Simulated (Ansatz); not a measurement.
Runs of Ansatz 0.2.0 on Sn. Symmetry: I4_1/amd, No. 141, tetragonal system. Conventional cell: a = 5.880 Å, b = 5.880 Å, c = 3.199 Å, α = 90.00°, β = 90.00°, γ = 90.00°. Around Sn (site symmetry -4m2) lie 6 Sn at 3.05 to 3.20 Å. 

```tsv
task	level	potentials or basis	spin	cell	k mesh	cutoff (eV)	pressure (GPa)	relaxed volume (Å³/atom)
band structure	PBEsol	all-electron LAPW, relativistic spinors	SOC, no magnetisation	as given	7 × 7 × 7	208	-1.6	-
relaxation of cell and atoms	BLYP	all-electron LAPW, scalar-relativistic	off	relaxed	9 × 9 × 9	-	0.0	(a)
relaxation of cell and atoms	RPBE+D4	all-electron LAPW, scalar-relativistic	off	relaxed	9 × 9 × 9	-	0.0	26.91
band structure	RPBE	all-electron LAPW, scalar-relativistic	off	as given	9 × 9 × 9	207	2.9	-
```

Alike in all rows: smearing fermi-dirac 0.05 eV; basis error allowed 0.001 eV/atom.

Task: Estimate the missing entries.

Result: (a) 31.19.

Caveats: the k mesh is thin for a metal, which can move the energy by tens of meV per atom (some runs).

Runs at the PBE level aren't shown here.
